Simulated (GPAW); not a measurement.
# Rh (P6_3/mmc) in GPAW: convergence with convergence criteria

Aim: find how far convergence criteria must go before the results for Rh settle, at PBEsol. This setting moves, with any that are tied to it; all else stays.

Everything below comes from runs of GPAW 26.7.0. Logs are shortened: lines on timing, memory, paths and dates and some standing lists are left out, and cuts for length are marked. The log counts tension as positive stress, the text compression.

### Step 1. Starting point

The structure is hexagonal, space group P6_3/mmc (No. 194). Conventional cell: a = 2.731 Å, b = 2.731 Å, c = 4.428 Å, α = 90.00°, β = 90.00°, γ = 120.00°. Rh (site symmetry -6m2) has 12 Rh at 2.72 to 2.73 Å as nearest neighbours.

This isn't the form of Rh at room conditions, which is fcc.

### Step 2. With convergence criteria density=0.001 energy=0.01 eigenstates=0.0001

run.py reads:

```python
from ase import Atoms
from ase.dft.bandgap import bandgap
from ase.io import write
from ase.units import GPa
from gpaw import GPAW, PW, setup_paths

setup_paths.insert(0, '.')

atoms = Atoms(['Rh', 'Rh'],
              cell=[[2.7309790422, 0.0, 0.0],
                    [-1.3654895211, 2.3650972278, 0.0],
                    [0.0, 0.0, 4.428489]],
              scaled_positions=[[0.3333333333, 0.6666666667, 0.25],
                                [0.6666666667, 0.3333333333, 0.75]],
              pbc=True)

calc = GPAW(mode=PW(600),
            xc='PBEsol',
            kpts={'size': (8, 8, 5), 'gamma': True},
            occupations={'name': 'fermi-dirac', 'width': 0.05},
            nbands=28,
            convergence={'density': 0.001, 'energy': 0.01, 'eigenstates': 0.0001},
            maxiter=100,
            txt='gpaw.txt')
atoms.calc = calc
energy = atoms.get_potential_energy()
forces = atoms.get_forces()
stress = atoms.get_stress()
calc.write('gs.gpw')
write('result.traj', atoms)
print(f'Energy: {energy:.6f} eV')
print('Forces (eV/A):')
print(forces.round(4))
print('Stress (GPa):', (stress / GPa).round(3))
print('Fermi level:', round(calc.get_fermi_level(), 4), 'eV')
print(f'Gap: {bandgap(calc)[0]:.4f} eV, direct: {bandgap(calc, direct=True)[0]:.4f} eV')
```

Potentials or basis: PAW data sets generated in the run's folder for this functional, pw.

Run with:

```bash
$ gpaw-setup -f PBEsol Rh
$ OMP_NUM_THREADS=1 python run.py
```

gpaw.txt:

```text
__  _  _
 | _ |_)|_||  |
 |__||  | ||/\| - 26.7.0

Input parameters:
  mode=PW(ecut=600.0),
  convergence={'density': 0.001, 'energy': 0.01, 'eigenstates': 0.0001},
  kpts=MonkhorstPack(size=(8, 8, 5), gamma=True),
  maxiter=100,
  nbands=28,
  occupations=Occupations(name='fermi-dirac', width=0.05),
  xc=XC(name='PBEsol')

Diagonalizing LCAO Hamiltonian
Converting LCAO to pw mode

          Rh

        Rh

Atoms  # Å, Bohr magnetons
|   | symbol |         x |        y |        z |    initial magnetic moments |
|---|--------|-----------|----------|----------|-----------------------------|
| 0 |     Rh | -0.000000 | 1.576731 | 1.107122 | ( 0.0000,  0.0000,  0.0000) |
| 1 |     Rh |  1.365490 | 0.788366 | 3.321367 | ( 0.0000,  0.0000,  0.0000) |

Unit cell  # Å
| periodic |         x |        y |        z |  lengths |     angles |
|----------|-----------|----------|----------|----------|------------|
|      yes |  2.730979 | 0.000000 | 0.000000 | 2.730979 |  90.000000 |
|      yes | -1.365490 | 2.365097 | 0.000000 | 2.730979 |  90.000000 |
|      yes |  0.000000 | 0.000000 | 4.428489 | 4.428489 | 120.000000 |

Number of symmetries: 12
Symmetry operations  # r_c * U_cc + t_c -> r_c
|    | kind |            matrix            |
|----|------|------------------------------|
|  0 |  σ   |  1, 1, 0,  0,-1, 0,  0, 0, 1 |
|  1 |  S6  |  1, 1, 0, -1, 0, 0,  0, 0,-1 |
|  2 |  E   |  1, 0, 0,  0, 1, 0,  0, 0, 1 |
|  3 |  C2  |  1, 0, 0, -1,-1, 0,  0, 0,-1 |
|  4 |  C2  |  0, 1, 0,  1, 0, 0,  0, 0,-1 |
|  5 |  C3  |  0, 1, 0, -1,-1, 0,  0, 0, 1 |
|  6 |  S6  |  0,-1, 0,  1, 1, 0,  0, 0,-1 |
|  7 |  σ   |  0,-1, 0, -1, 0, 0,  0, 0, 1 |
|  8 |  σ   | -1, 0, 0,  1, 1, 0,  0, 0, 1 |
|  9 |  i   | -1, 0, 0,  0,-1, 0,  0, 0,-1 |
| 10 |  C3  | -1,-1, 0,  1, 0, 0,  0, 0, 1 |
| 11 |  C2  | -1,-1, 0,  0, 1, 0,  0, 0,-1 |

BZ-sampling:
  Number of BZ points: 320
  Number of IBZ points: 40

  Monkhorst-Pack size: [8, 8, 5]
  Monkhorst-Pack shift: [0.0625, 0.0625, 0.0]

K-points  # in reciprocal-cell coordinates
[... 58 lines left out ...]
    |   4d |  8.000 |      -5.955 |    1.244 |
    |    s |        |      22.889 |    1.270 |
    |    d |        |      21.257 |    1.244 |

    Using partial waves for Rh as LCAO basis

Reference energy: -260139.322892  # eV

eigensolver:
  PPCG
  Converge bands: occupied
  niter=2

density mixing:
  MSR1-Mixer
  Pratt-step length: 0.05
  Maximum mixing coefficient: 0.75
  Old densities: 10
  SVD Regularization: 0.005
  Good broyden scale: 1.0
  Trust region scale: 1.0
  Backstep threshold: 4.0
  History deletion threshold: 6.0
  Fourier metric: weight=20.0, sigma=0.015

occupation numbers:
  Fermi-Dirac:
    width: 0.0500  # eV

poisson solver:
  ecut: 4800.0  # eV

xc functional:
  name: PBEsol with 2 nearest neighbor stencil

convergence criteria:
- Maximum integral of absolute [dens]ity change: 0.001 electrons / valence electron
- Maximum [total energy] change in last 3 cyles: 0.01 eV / valence electron
- Maximum integral of absolute [eigenst]ate change: 0.0001 eV^2 / valence electron
maximum number of iterations: 100

SCF iterations
|iter     | |      energy | eigst |  dens |
|---------|-|-------------|-------|-------|
|iter:   1| |  -17.417660 | +0.14 |       |
|iter:   2| |  -17.136511 | -2.54 | -1.09 |
|iter:   3| |  -16.167080 | -1.75 | -1.14 |
|iter:   4| |  -16.159679 | -3.42 | -2.27 |
|iter:   5| |  -16.157215c| -3.39 | -2.47 |
|iter:   6| |  -16.157236c| -4.82c| -3.55c|

Converged in 6 steps
Energy contributions relative to reference atoms: (reference = -260139.322892)

Energy contributions:
  Kinetic:         -17.093438
  Coulomb:          10.724496
  Zero:             -0.123901
  External:          0.000000
  Xc:               -9.647521
  Entropy:          -0.033744
  Spinorbit:         0.000000
  ----------------------------
  Free energy:     -16.174107
  Extrapolated:    -16.157236

dipole moment: (0.000000, 0.000001, 0.000001)  # |e|*Ang

Fermi level: 11.052
Eigenvalues  # (at kpt = [0.000, 0.000, 0.000])
| band index |      eig [eV] | occ [0-2] |
|------------|---------------|-----------|
|          0 |       -35.918 |     2.000 |
|        ... |               |           |
|          7 |         5.171 |     2.000 |
|          8 |         8.116 |     2.000 |
|          9 |         8.214 |     2.000 |
|         10 |         8.214 |     2.000 |
|         11 |         8.702 |     2.000 |
|         12 |         8.702 |     2.000 |
[... 8 lines left out ...]
|         21 |        29.967 |     0.000 |
|         22 |        34.165 |     0.000 |
|        ... |               |           |
|         27 |        36.487 |     0.000 |

No gap
No difference between direct/indirect transitions

Forces  # eV/Ang
|        x |        y |        z |
|----------|----------|----------|
| -0.00000 |  0.00000 | -0.00135 |  # Rh   0
|  0.00000 | -0.00000 |  0.00135 |  # Rh   1

Stress tensor  # eV/Ang^3
|         x |         y |         z |
|-----------|-----------|-----------|
|  0.065922 | -0.000000 |  0.000000 |
| -0.000000 |  0.065922 | -0.000000 |
|  0.000000 | -0.000000 |  0.081763 |

# Writing to gs.gpw (mode='')
```

Wall time 15 s (1 thread of Arm Neoverse V1, shared host); peak memory 0.15 GiB.

What came out:

| Item | Value |
| --- | --- |
| Free energy | -16.1741 eV |
| Pressure | -11.4 GPa |
| Band gap on the k mesh | none (metal or under the smearing width) |

### Step 3. With convergence criteria default

Edit run.py of step 2 so:

```diff
@@ -21,3 +21,2 @@
             nbands=28,
-            convergence={'density': 0.001, 'energy': 0.01, 'eigenstates': 0.0001},
             maxiter=100,
```

Potentials or basis: PAW data sets generated in the run's folder for this functional, pw.

Run with:

```bash
$ gpaw-setup -f PBEsol Rh
$ OMP_NUM_THREADS=1 python run.py
```

Wall time 20 s (1 thread of Arm Neoverse V1, shared host); peak memory 0.15 GiB.

The run converged. Its results:

* Free energy: -16.1741 eV
* Pressure: -11.2 GPa
* Band gap on the k mesh: none (metal or under the smearing width)

### Step 4. With convergence criteria density=1e-05 energy=1e-05

Edit run.py of step 3 so:

```diff
@@ -21,2 +21,3 @@
             nbands=28,
+            convergence={'density': 1e-05, 'energy': 1e-05},
             maxiter=100,
```

Run with:

```bash
$ gpaw-setup -f PBEsol Rh
$ OMP_NUM_THREADS=1 python run.py
```

Wall time 22 s (1 thread of Arm Neoverse V1, shared host); peak memory 0.15 GiB.

It converged, with:

```
Free energy            : -16.1741 eV
Pressure               : -11.2 GPa
Band gap on the k mesh : none (metal or under the smearing width)
```

### Step 5. With convergence criteria density=1e-05 forces=0.0001

Edit run.py of step 4 so:

```diff
@@ -21,3 +21,3 @@
             nbands=28,
-            convergence={'density': 1e-05, 'energy': 1e-05},
+            convergence={'density': 1e-05, 'forces': 0.0001},
             maxiter=100,
```

Run with:

```bash
$ gpaw-setup -f PBEsol Rh
$ OMP_NUM_THREADS=1 python run.py
```

Wall time 23 s (1 thread of Arm Neoverse V1, shared host); peak memory 0.15 GiB.

The run converged. Its results:

```
Free energy            : -16.1741 eV
Pressure               : -11.2 GPa
Band gap on the k mesh : none (metal or under the smearing width)
```

### Step 6. With convergence criteria density=1e-06 energy=1e-06 eigenstates=1e-10

Edit run.py of step 5 so:

```diff
@@ -21,3 +21,3 @@
             nbands=28,
-            convergence={'density': 1e-05, 'forces': 0.0001},
+            convergence={'density': 1e-06, 'energy': 1e-06, 'eigenstates': 1e-10},
             maxiter=100,
```

Potentials or basis: PAW data sets generated in the run's folder for this functional, pw.

Run with:

```bash
$ gpaw-setup -f PBEsol Rh
$ OMP_NUM_THREADS=1 python run.py
```

Wall time 25 s (1 thread of Arm Neoverse V1, shared host); peak memory 0.15 GiB.

It converged, with:

| Item | Value |
| --- | --- |
| Free energy | -16.1741 eV |
| Pressure | -11.2 GPa |
| Band gap on the k mesh | none (metal or under the smearing width) |

### Step 7. Result

```tsv
convergence criteria	energy less the tightest run, at zero smearing (meV/atom)	pressure (GPa)	SCF cycles	CPU time (s)	peak memory (GiB)
density=0.001 energy=0.01 eigenstates=0.0001	0.00	-11.41	6	15	0.15
default	0.00	-11.20	8	20	0.15
density=1e-05 energy=1e-05	0.00	-11.18	10	22	0.15
density=1e-05 forces=0.0001	0.00	-11.18	11	23	0.15
density=1e-06 energy=1e-06 eigenstates=1e-10	0.00	-11.18	11	25	0.15
```

Against the tightest run, the energy stays within 1 meV/atom from density=0.001 energy=0.01 eigenstates=0.0001 on; the pressure stays within 0.1 GPa from default on. The tightest run that finished is the yardstick and may itself not be fully converged.
